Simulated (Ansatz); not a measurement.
# Co: the cost of one run

Computed with Ansatz 0.2.0 (DFT PBE, scalar-relativistic, plane waves, PAW, unless a step's input says otherwise).

16 further runs of the same task are left out: 16 set aside as unsound or not needed.

## (1) Starting point

Symmetry: I4_1/amd, No. 141, tetragonal system. The conventional cell has a = 4.518 Å, b = 4.518 Å, c = 6.221 Å, α = 90.00°, β = 90.00°, γ = 90.00°. Co (site symmetry -4m2) is surrounded by 16 Co at 2.59 to 2.74 Å. Co (site symmetry 2/m) has 6 Co at 2.23 to 2.26 Å as nearest neighbours.

Coordinates:

```xyz
6
Lattice="0.0000 3.1948 3.1105 3.1948 0.0000 3.1105 3.1948 3.1948 0.0000" Properties=species:S:1:pos:R:3 pbc="T T T"
Co    1.5974    1.5974    1.5553
Co    0.0000    0.0000    0.0000
Co    2.3961    2.3961    3.8881
Co    2.3961    3.9936    2.3329
Co    3.9936    2.3961    2.3329
Co    3.9936    3.9936    3.8881
```

## (2) Volume 10.583 Å³ an atom, c/a of the conventional cell 0.9736

File input.yaml:

```yaml
crystal:
  lattice:
    - [0.0, 3.194845262, 3.1105013471]
    - [3.194845262, 0.0, 3.1105013471]
    - [3.194845262, 3.194845262, 0.0]
  atoms:
    - { symbol: Co, position: [0.25, 0.25, 0.25], spin: 2.05 }
    - { symbol: Co, position: [0.0, 0.0, 0.0], spin: 2.05 }
    - { symbol: Co, position: [0.625, 0.625, 0.125], spin: 1.96 }
    - { symbol: Co, position: [0.625, 0.125, 0.625], spin: 1.96 }
    - { symbol: Co, position: [0.125, 0.625, 0.625], spin: 1.96 }
    - { symbol: Co, position: [0.625, 0.625, 0.625], spin: 1.96 }
basis:
  ecutwfc: 520.0
kpoints:
  mp_grid: { grid: [12, 12, 12] }
hamiltonian:
  xc: pbe
  pseudopotentials: { kind: paw, azcp: { folder: soft_1 } }
scf:
  occupations: { method: gaussian, width: 0.15 }
output:
  forces: true
  stress: true
  eigenvalues: true
  populations: true
magnetization:
  spin_polarized: true
```

The run is started by

```console
ansatz run input.yaml --threads 4 --pin off --max-ram 8192MiB --backend cpu --events-out ev --progress --plain --runs-dir out
```

**Question.** How long does this run take on 4 threads of Intel Xeon 6975P-C (Granite Rapids), shared host, and how much memory does it need?

About 26 s, with a peak of 1.5 GiB.
